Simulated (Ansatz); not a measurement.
The elements of this relaxed trial crystal are hidden behind letters.

```
lattice vectors (Å)
   4.2921    0.0000    0.0000
  -2.1461    3.7171    0.0000
   0.0000    0.0000   10.5327
fractional positions
X 0.0000 0.0000 0.8636
X 0.0000 0.0000 0.1364
Z 0.3333 0.6667 0.5363
Z 0.6667 0.3333 0.2266
Z 0.6667 0.3333 0.4637
Z 0.3333 0.6667 0.7734
```

Theory: DFT PBE, scalar-relativistic, plane waves, PAW in Ansatz 0.2.0. The final run on the 6-atom cell used 420 eV, a Γ-centred 12×12×4 mesh, 0.10 eV smearing and no spin polarisation.

| Item | Value |
| --- | --- |
| Space group | P-3m1 (No. 164) |
| Conventional cell | a = 4.292 Å, c = 10.533 Å |
| Volume per atom | 28.01 Å³ |
| Density | 5.22 g/cm³ |
| Formation energy | +0.04 eV/atom |
| Gap on the 12×12×4 mesh of the 6-atom cell | 0 eV (the bands overlap slightly) |

Energies are uncorrected and count from the elements' standard states at the same level.

Question: X is a p-block element of period 5 and Z is a p-block element of period 4. Which elements are they?

Answer: X = Sn, Z = Ge, so the formula is SnGe2. Density times volume gives a mean mass of 5.22 × 28.01/1.6605 = 88.1 u per atom, and this set has 88.0 u. Sn has 3 Ge at 2.65 Å and 1 Sn at 2.87 Å; Ge on its first site is surrounded by 4 Ge at 2.50–2.59 Å; Ge on its second site is surrounded by 1 Ge at 2.50 Å and 3 Sn at 2.65 Å. Other sets within the hints have nearly the same mass, so mass alone doesn't settle it; this one was computed.

The zero gap may come from the functional, which often closes small gaps. A structure relaxed within its symmetry needn't be a true minimum.
